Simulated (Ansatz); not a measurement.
**Dy (hcp)**

The computed numbers are results of r²SCAN, scalar-relativistic (collinear spin) in the plane-wave PAW code Ansatz at 500 eV, 14×14×8 k-mesh, Gaussian smearing of 0.05 eV; PAW files: Ansatz's generated set soft_2.

```
Dy
1.0
     3.63421    0.00000    0.00000
    -1.81711    3.14732    0.00000
     0.00000    0.00000    5.86086
Dy
2
Direct
  0.33333 0.66667 0.75000
  0.66667 0.33333 0.25000
```

Magnetic state: ferromagnetic, site spin moments Dy 5.27 μB.

The cell is relaxed to zero pressure at this level.

Path: Γ–M–K–Γ–A–L–H–A | L–M | H–K, with Γ = (0.000, 0.000, 0.000), M = (0.500, 0.000, 0.000), K = (0.333, 0.333, 0.000), A = (0.000, 0.000, 0.500), L = (0.500, 0.000, 0.500), H = (0.333, 0.333, 0.500) in reciprocal vectors of the calculation's cell.

Question: Is it a metal or an insulator, and if it has a gap, where are the band edges on this path?

Answer: A metal: bands cross the Fermi level.

Levels between -3 and 5 eV from the Fermi level at the path's named points:
| point | spin | below E_F (eV) | above E_F (eV) |
| --- | --- | --- | --- |
| Γ | up | -2.58 | 0.40 1.88 1.88 1.98 2.50 2.50 3.06 3.06 |
| Γ | down | -1.53 -1.46 -1.23 -1.22 -1.14 | 0.07 0.07 0.12 0.12 1.35 1.35 1.42 1.42 1.52 1.97 2.09 2.83 2.83 3.02 3.57 3.57 4.25 4.25 |
| M | up | -2.45 -1.47 -1.14 -0.42 | 1.02 1.54 2.19 |
| M | down | -1.44 -1.39 -1.35 -1.34 -0.90 -0.75 -0.58 | 0.10 0.16 0.18 0.20 1.03 1.32 1.36 1.38 1.48 2.29 2.40 2.41 2.52 2.88 |
| K | up | -1.32 -1.32 -0.86 -0.28 | 0.77 0.77 2.66 4.90 4.90 |
| K | down | -1.41 -1.41 -1.38 -1.38 -0.61 -0.20 | 0.11 0.11 0.19 0.37 0.64 0.64 1.28 1.34 1.34 1.36 2.09 2.09 2.36 2.36 3.12 |
| A | up |  | 0.64 0.64 1.79 1.79 1.79 1.79 4.69 4.69 4.69 4.69 |
| A | down | -2.90 -2.90 -1.50 -1.50 -1.22 -1.22 | 0.10 0.10 0.10 0.10 1.42 1.42 1.42 1.42 1.90 1.90 2.08 2.08 2.76 2.76 2.76 2.76 |
| L | up | -2.12 -2.12 -0.47 -0.47 | 1.34 1.34 2.96 2.96 |
| L | down | -1.46 -1.46 -1.35 -1.35 -1.26 -1.26 | 0.01 0.01 0.18 0.18 1.12 1.12 1.36 1.36 1.40 1.40 2.19 2.19 2.60 2.60 4.08 4.08 |
| H | up | -0.81 -0.81 -0.36 -0.36 -0.22 -0.22 | 3.01 3.01 |
| H | down | -1.41 -1.41 -1.39 -1.39 -0.36 -0.36 -0.09 -0.09 | 0.39 0.39 0.70 0.70 1.30 1.30 1.34 1.34 1.98 1.98 2.36 2.36 3.85 3.85 |

Without a U the open 4f shell is pinned at the Fermi level, an artefact: in the real crystal it splits into occupied and empty levels away from it, and its large orbital moment is missing here. Spin–orbit coupling, which matters for such heavy elements, is left out. The run wasn't fully tested for a lower electronic state. Site moments are of spin, integrated over atomic spheres.

The open shells may stand above their lowest state, and forces and pressures are less sure for it. The relaxed cell is 6 % larger in volume than the cell of this structure in the Crystallography Open Database (31.53 Å³/atom, 1963).
